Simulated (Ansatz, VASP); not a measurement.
Two plane-wave programs on BaTe

```
Ba Te
1.0
     0.00000    3.49070    3.53239
     3.49070    0.00000    3.53239
     3.49070    3.49070    0.00000
Ba Te
1 1
Direct
  0.00000 0.00000 0.00000
  0.50000 0.50000 0.50000
```

Change from the starting cell: biaxial_xy strain -1.2%.

Alike in both runs: task single point; functional HSE06; k mesh 4 × 4 × 4; no spin polarisation.

```csv
,VASP,Ansatz
version,VASP 6.6.1,Ansatz 0.2.0
potentials or method,"VASP PAW PBE potentials, release 64 (Ba_sv, Te)","plane waves, PAW"
plane-wave cutoff (eV),520,420
occupations,"gaussian, width 0.01 eV",fixed
valence electrons in the cell,16,26
```

```csv
,VASP,Ansatz,Ansatz less VASP
gap on the k mesh at the Fermi level (eV),2.24,2.29,+0.054
pressure (GPa),0.7,0.5,-0.22
largest component of the traceless stress (GPa),0.53,0.51,-0.024
```

The two sets of potentials don't hold the same shells in valence. Ansatz warned: «stress_exchange_threshold_loose».

Caveats: the PAW data sets were made with another functional, which shifts forces and pressure a little (VASP); spin-orbit coupling is left out, which moves the levels of the heavy elements. A k mesh can miss the band edges.
